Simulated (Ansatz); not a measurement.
**ZnTe, response to strain**

The parent structure is ZnTe in the zinc blende structure (space group F-43m, No. 216).

```yaml
crystal:
  lattice:
    - [0.00000, 3.08955, 3.08955]
    - [3.08955, 0.00000, 3.08955]
    - [3.08955, 3.08955, 0.00000]
  atoms:
    - { symbol: Te, position: [0.75000, 0.75000, 0.75000] }
    - { symbol: Zn, position: [0.00000, 0.00000, 0.00000] }
```

Cartesian axes are those of the cell as printed.

Strains are applied to the cell and any free atomic positions relax; under biaxial strain the out-of-plane vector relaxes too.

Method: plane-wave PAW DFT at the PBE level (Ansatz, a first-principles code, 420 eV), no SOC.

Candidates:
(a) isotropic strain −1.97 %
(b) biaxial strain −0.34 %, plane normal [001], relaxed out of plane
(c) biaxial strain −0.67 %, plane normal [111], relaxed out of plane
(d) biaxial strain +1.35 %, plane normal [111], relaxed out of plane

Notes on the quantities. energy relative to the base: free energy F.

Question: Order them by energy relative to the base, lowest first.

Answer: (b) biaxial strain −0.34 %, plane normal [001], relaxed out of plane (+0.1 meV/atom), (c) biaxial strain −0.67 %, plane normal [111], relaxed out of plane (+0.8 meV/atom), (d) biaxial strain +1.35 %, plane normal [111], relaxed out of plane (+3.0 meV/atom), (a) isotropic strain −1.97 % (+15 meV/atom)

Whether these cells are dynamically stable was not tested.
